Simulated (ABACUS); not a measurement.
# C in ABACUS: the effect of target pressure

Crystal: C.

```xyz
12
Lattice="2.5221 0.0000 0.0000 -1.2611 2.1842 0.0000 0.0000 0.0000 12.3557" Properties=species:S:1:pos:R:3 pbc="T T T"
C     1.2611    0.7281    4.3760
C     0.0000    1.4561   10.5539
C     1.2611    0.7281    1.8018
C     0.0000    1.4561    7.9797
C     1.2611    0.7281    5.9205
C     0.0000    1.4561   12.0983
C     1.2611    0.7281    0.2574
C     0.0000    1.4561    6.4352
C     0.0000    0.0000   10.0390
C     0.0000    0.0000    3.8612
C     0.0000    0.0000    8.4945
C     0.0000    0.0000    2.3167
```

This is a hexagonal form of diamond, not graphite.

Alike in all runs:

| Property | Result |
| --- | --- |
| Program | ABACUS 3.10.1 |
| Task | relaxation of cell and atoms |
| Functional | PBE |
| Potentials or basis | PseudoDojo NC SR 0.4.1 PBE standard |
| Cutoff | 1361 eV |
| Density cutoff | 5442 eV |
| Basis | DZP LCAO (the cutoffs set its grid) |
| k mesh | 8 × 8 × 2 |
| Occupations | fermi-dirac, width 0.05 eV |
| Spin | no spin polarisation |

Each run relaxes the cell or the atoms first.

```tsv
target pressure	relaxed volume (Å³/atom)
0 GPa	5.75
5 GPa	5.68
10 GPa	5.62
20 GPa	?
30 GPa	5.39
```

Problem. What does the run with target pressure 20 GPa give?

Solution. Relaxed volume 5.50 Å³/atom.

Worked out: In Murnaghan's law V^(-B') rises as a straight line in P. The other rows fit best with B' = 3.5, V0 = 5.75 Å³/atom and B0 = 414 GPa, which gives 5.50 Å³/atom at 20 GPa, against the run's 5.50.

Caveats: the atomic orbitals were generated for these runs and aren't a published set; the basis of atomic orbitals isn't converged, which shifts pressures, moduli and gaps.
